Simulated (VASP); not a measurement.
Here is a VASP 6.6.1 calculation.

INCAR

```
SYSTEM = BaTiO3
PREC = Accurate ; ENCUT = 520
EDIFF = 1E-7 ; ISMEAR = 0
SIGMA = 0.02 ; LREAL = .FALSE.
LASPH = .TRUE. ; NELM = 60
ALGO = Normal ; ISIF = 2
LWAVE = .FALSE. ; LCHARG = .FALSE.
LMAXMIX = 4 ; GGA = PS
NBANDS = 28
```

KPOINTS

```
regular mesh
0
G
  8 8 8
  0 0 0
```

Contents of POSCAR:

```
BaTiO3
1.0
    3.9832200000      0.0000000000      0.0000000000
    0.0000000000      3.9832200000      0.0000000000
    0.0000000000      0.0000000000      3.9832200000
Ba Ti O
1 1 3
Direct
    0.0000000000      0.0000000000      0.0000000000
    0.5000000000      0.5000000000      0.5000000000
    0.5000000000      0.5000000000      0.0000000000
    0.0000000000      0.5000000000      0.5000000000
    0.5000000000      0.0000000000      0.5000000000
```

KPOINTS_OPT

```
path GXMGRX,MR
10
line-mode
reciprocal
 0.0000000000  0.0000000000  0.0000000000  G
 0.0000000000  0.5000000000  0.0000000000  X

 0.0000000000  0.5000000000  0.0000000000  X
 0.5000000000  0.5000000000  0.0000000000  M

 0.5000000000  0.5000000000  0.0000000000  M
 0.0000000000  0.0000000000  0.0000000000  G

 0.0000000000  0.0000000000  0.0000000000  G
 0.5000000000  0.5000000000  0.5000000000  R

 0.5000000000  0.5000000000  0.5000000000  R
 0.0000000000  0.5000000000  0.0000000000  X

 0.5000000000  0.5000000000  0.0000000000  M
 0.5000000000  0.5000000000  0.5000000000  R
```

Potentials or basis: VASP PAW PBE potentials, release 64 (Ba_sv, Ti_sv, O).

Command:

```bash
$ cat potpaw_PBE.64/Ba_sv/POTCAR potpaw_PBE.64/Ti_sv/POTCAR potpaw_PBE.64/O/POTCAR > POTCAR
$ mpirun -np 1 vasp_std > vasp.out
```

(1) Estimate the band gap on the k mesh.

(2) Predict the pressure.

Results:

(1) 1.73 eV, indirect (least direct gap 1.86 eV).

(2) 0.2 GPa.

Caveat: the PAW data sets were made with another functional, which shifts forces and pressure a little; spin-orbit coupling is left out, which moves the levels of the heavy elements.
